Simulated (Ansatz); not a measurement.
# Mg (Mg, simple cubic): the cost of one run

Computed with Ansatz 0.2.0 (DFT PBE, plane waves (420 eV) with PAW, scalar-relativistic, unless a step says otherwise).

## (1) The system as given

The structure is cubic, space group Pm-3m (No. 221). The conventional cell has a = 2.928 Å, b = 2.928 Å, c = 2.928 Å, α = 90.00°, β = 90.00°, γ = 90.00°. Mg (site symmetry m-3m) has 6 Mg at 2.93 Å as nearest neighbours.

Structure file:

```cif
data_structure
_symmetry_space_group_name_H-M 'P 1'
_symmetry_Int_Tables_number 1
_cell_length_a 2.9278
_cell_length_b 2.9278
_cell_length_c 2.9278
_cell_angle_alpha 90.000
_cell_angle_beta 90.000
_cell_angle_gamma 90.000
_cell_volume 25.10
loop_
_atom_site_label
_atom_site_type_symbol
_atom_site_fract_x
_atom_site_fract_y
_atom_site_fract_z
_atom_site_occupancy
Mg1 Mg 0.00000 0.00000 0.00000 1
```

## (2) Relaxation of the cell

Input file input.yaml:

```yaml
crystal:
  lattice:
    - [2.9277513048, 0.0, 0.0]
    - [0.0, 2.9277513048, 0.0]
    - [0.0, 0.0, 2.9277513048]
  atoms:
    - { symbol: Mg, position: [0.0, 0.0, 0.0] }
hamiltonian:
  xc: pbe
  pseudopotentials:
    kind: paw
    azcp:
      Mg: "pseudopotentials/Mg.paw.azcp"
basis:
  ecutwfc: 420
  fft_grid_basis: typed
kpoints:
  mp_grid: { grid: [11, 11, 11], shift: [0, 0, 0] }
magnetization:
  spin_polarized: false
scf:
  occupations: { method: fermi_dirac, width: 0.1 }
relax:
  max_steps: 60
  f_tol: 0.01
  cell: {}
```

**Question.** How long does this run take on 1 thread of an x86-64 CPU, shared host, and how much memory does it need?

About 6.4 s, with a peak of 0.46 GiB.
